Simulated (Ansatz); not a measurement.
# B: the cost of one run

Method: DFT PBE, scalar-relativistic, plane waves, PAW, in Ansatz 0.2.0.

## 1. The structure to begin with

It takes space group P6_3/mmc (No. 194, hexagonal). Conventional cell: a = 2.213 Å, b = 2.213 Å, c = 3.592 Å, α = 90.00°, β = 90.00°, γ = 120.00°. Around B (site symmetry -6m2) lie 12 B at 2.20 to 2.21 Å.

As a file:

```
CELL_PARAMETERS angstrom
2.21301 0.00000 0.00000
-1.10651 1.91652 0.00000
0.00000 0.00000 3.59184
ATOMIC_POSITIONS crystal
B 0.33333 0.66667 0.25000
B 0.66667 0.33333 0.75000
```

This is candidate A: hcp type (P6_3/mmc, No. 194).

(A quick probe on a coarse mesh, which set the mesh and smearing, is not shown.)

## 3. Rough relaxation on the coarse mesh (candidate A)

input.yaml reads:

```yaml
crystal:
  lattice:
    - [2.2130123495, 0.0, 0.0]
    - [-1.1065061747, 1.9165249135, 0.0]
    - [0.0, 0.0, 3.5918362432]
  atoms:
    - { symbol: B, position: [0.3333333333, 0.6666666667, 0.25] }
    - { symbol: B, position: [0.6666666667, 0.3333333333, 0.75] }
basis:
  ecutwfc: 420
kpoints:
  mp_grid: { grid: [9, 9, 6] }
hamiltonian:
  xc: pbe
scf:
  occupations: { method: gaussian, width: 0.1 }
  lower_state_search: "off"
output:
  forces: true
  stress: true
  eigenvalues: true
relax:
  adjacent_minimum: "off"
  f_tol: 0.04
  max_steps: 70
  cell: { stress_tol: 0.4 }
```

What time and memory should one allow on 1 thread of an Arm CPU, shared host?

About 28 s, with a peak of 0.26 GiB.
